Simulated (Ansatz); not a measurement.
# PbS: a single-point run

Wanted: a converged single-point run for PbS, and a check of what comes out. The structure is shown as the input types it.

Computed with Ansatz 0.2.0 (density functional or hybrid calculation with the settings of its input, plane waves (as first typed), unless a step's input says otherwise).

1 further run of the same task is left out (it didn't finish). Runs told in other sessions of the task aren't counted.

**1. The structure to begin with**

Symmetry: Cmcm, No. 63, orthorhombic system. The conventional cell has a = 4.127 Å, b = 11.739 Å, c = 4.260 Å, α = 90.00°, β = 90.00°, γ = 90.00°. Pb (site symmetry m2m) has 5 S at 2.68 to 2.97 Å in its first shell of neighbours. Around S (site symmetry m2m) lie 5 Pb at 2.68 to 2.97 Å.

Structure file:

```cif
data_structure
_symmetry_space_group_name_H-M 'P 1'
_symmetry_Int_Tables_number 1
_cell_length_a 6.2215
_cell_length_b 6.2215
_cell_length_c 4.2604
_cell_angle_alpha 90.000
_cell_angle_beta 90.000
_cell_angle_gamma 141.255
_cell_volume 103.21
loop_
_atom_site_label
_atom_site_type_symbol
_atom_site_fract_x
_atom_site_fract_y
_atom_site_fract_z
_atom_site_occupancy
Pb1 Pb 0.87228 0.12772 0.75000 1
Pb2 Pb 0.12772 0.87228 0.25000 1
S1 S 0.64368 0.35632 0.75000 1
S2 S 0.35632 0.64368 0.25000 1
```

**2. Input and run**

Contents of input.yaml:

```yaml
crystal:
  lattice:
    - [2.0637484146, -5.8692756833, 0.0]
    - [2.0637484146, 5.8692756833, 0.0]
    - [0.0, 0.0, 4.2604423703]
  atoms:
    - { symbol: Pb, position: [0.87227726, 0.12772274, 0.75] }
    - { symbol: Pb, position: [0.12772274, 0.87227726, 0.25] }
    - { symbol: S, position: [0.6436799886, 0.3563200114, 0.75] }
    - { symbol: S, position: [0.3563200114, 0.6436799886, 0.25] }
kpoints:
  mp_grid: { grid: [4, 4, 4] }
hamiltonian:
  xc: pbesol
scf:
  occupations: { method: fixed }
  n_extra_bands: 5
  max_iter: 51
output:
  forces: true
  stress: true
  eigenvalues: true
basis:
  ecutrho_ratio: 2
```

Started as:

```
> ansatz run input.yaml --threads 4 --pin off --max-ram 4608MiB --backend cpu --events-out ev --progress --plain --runs-dir out
```

Q: Will this input give a usable result? If not, why, and what should change?

This run ends as converged, with warnings (cutoff below recommended). Its log warns: «basis.ecutrho_ratio = 2 (ecutrho = 840 eV) is below the records' recommended 1680 eV»

The suspect setting: basis.ecutrho_ratio is 2. The density cutoff must be at least four times the energy cutoff of the waves.

Run again and compare: delete basis.ecutrho_ratio (the default then holds).
